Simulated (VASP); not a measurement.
Crystal: AlN.

```
Al N
1.0
     3.31212    0.00000    0.00000
    -1.65606    2.86838    0.00000
     0.00000    0.00000    4.18756
Al N
2 2
Cartesian
  0.0000 1.9123 3.1407
  1.6561 0.9561 1.0469
  0.0000 1.9123 1.0469
  1.6561 0.9561 3.1407
```

Measurements of this composition are mostly on another form, of space group No. 186.

```yaml
Program: VASP 6.6.1
Task: relaxation of cell and atoms
Functional: PBEsol
Potentials_or_basis: VASP PAW PBE potentials, release 64 (Al, N)
Cutoff: 600 eV
k_mesh: 9 × 9 × 6
Occupations: gaussian, width 0.02 eV
Spin: no spin polarisation
```

At the start: pressure -3.7 GPa; volume 9.95 Å³/atom.

**Question.** Where does the relaxation end?

**Answer.** Over 5 steps the energy falls by 2.3 meV/atom and the volume is 9.76 Å³/atom (-1.8 %); space group P6_3/mmc (No. 194, to 0.05 Å).

Step by step:
| step | energy change (eV) | largest force (eV/Å) | pressure (GPa) | volume (Å³) |
| --- | --- | --- | --- | --- |
| 1 | 0.0000 | 0.0000 | -3.65 | 39.78 |
| 2 | -0.0025 | 0.0000 | 3.36 | 38.49 |
| 3 | -0.0084 | 0.0000 | 0.08 | 39.07 |
| 4 | -0.0090 | 0.0000 | 0.04 | 39.06 |
| 5 | -0.0091 | 0.0000 | 0.03 | 39.05 |

Final structure:
```cif
data_structure
_symmetry_space_group_name_H-M 'P 1'
_symmetry_Int_Tables_number 1
_cell_length_a 3.3008
_cell_length_b 3.3008
_cell_length_c 4.1384
_cell_angle_alpha 90.000
_cell_angle_beta 90.000
_cell_angle_gamma 120.000
_cell_volume 39.05
loop_
_atom_site_label
_atom_site_type_symbol
_atom_site_fract_x
_atom_site_fract_y
_atom_site_fract_z
_atom_site_occupancy
Al1 Al 0.33333 0.66667 0.75000 1
Al2 Al 0.66667 0.33333 0.25000 1
N1 N 0.33333 0.66667 0.25000 1
N2 N 0.66667 0.33333 0.75000 1
```

Caveat: the PAW data sets were made with another functional, which shifts forces and pressure a little.
